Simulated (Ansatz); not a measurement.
# Si (Fm-3m): an equation of state far from equilibrium

How does Si (Fm-3m) respond to strong compression and slight expansion?

Program: Ansatz 0.2.0. Level of theory: DFT r²SCAN, scalar-relativistic, plane waves, PAW. These are calculated values, not measurements.

## 1. Starting point

The structure is cubic, space group Fm-3m (No. 225). Conventional cell: a = 3.801 Å, b = 3.801 Å, c = 3.801 Å, α = 90.00°, β = 90.00°, γ = 90.00°. Si (site symmetry m-3m) is surrounded by 12 Si at 2.69 Å.

Coordinates:

```
CELL_PARAMETERS angstrom
0.00000 1.90075 1.90075
1.90075 0.00000 1.90075
1.90075 1.90075 0.00000
ATOMIC_POSITIONS crystal
Si 0.00000 0.00000 0.00000
```

An earlier run at r²SCAN left this cell at 13.734 Å³/atom and 0.06 GPa (20×20×20 mesh).

## 2. Volume × 0.96

The input, input.yaml:

```yaml
crystal:
  lattice:
    - [0.0, 1.8750601398, 1.8750601398]
    - [1.8750601398, 0.0, 1.8750601398]
    - [1.8750601398, 1.8750601398, 0.0]
  atoms:
    - { symbol: Si, position: [0.0, 0.0, 0.0] }
basis:
  ecutwfc: 500
  ecutrho_ratio: 4
kpoints:
  mp_grid: { grid: [20, 20, 20] }
hamiltonian:
  xc: r2scan
scf:
  occupations: { method: gaussian, width: 0.05 }
output:
  forces: true
  stress: true
  eigenvalues: true
```

Started as:

```sh
> ansatz run input.yaml --threads 1 --pin off --max-ram 2560MiB --backend cpu --events-out ev --progress --plain --runs-dir out
```

The runs that follow: Volume × 1.04; Volume × 0.92; Volume × 0.88; Volume × 0.84; Volume × 0.8; Volume × 0.76; Volume × 0.72; Volume × 0.68; Volume × 0.64.

Q: Predict the outcome of this session. Wanted: range of pressure; V0; B0; B0′.

**Answer**, as computed:

```
         quantity              value
range of pressure  -2.9 to 115.8 GPa
         V0 (fit)      13.78 Å³/atom
         B0 (fit)             87 GPa
        B0′ (fit)               4.77
```

In words: A third-order Birch-Murnaghan fit follows the points with an rms miss of 1.06 meV/atom. The k mesh is not the same at all volumes. Symmetry fixes shape and sites, so only the volume changes. Other structures may be lower in enthalpy at these pressures.
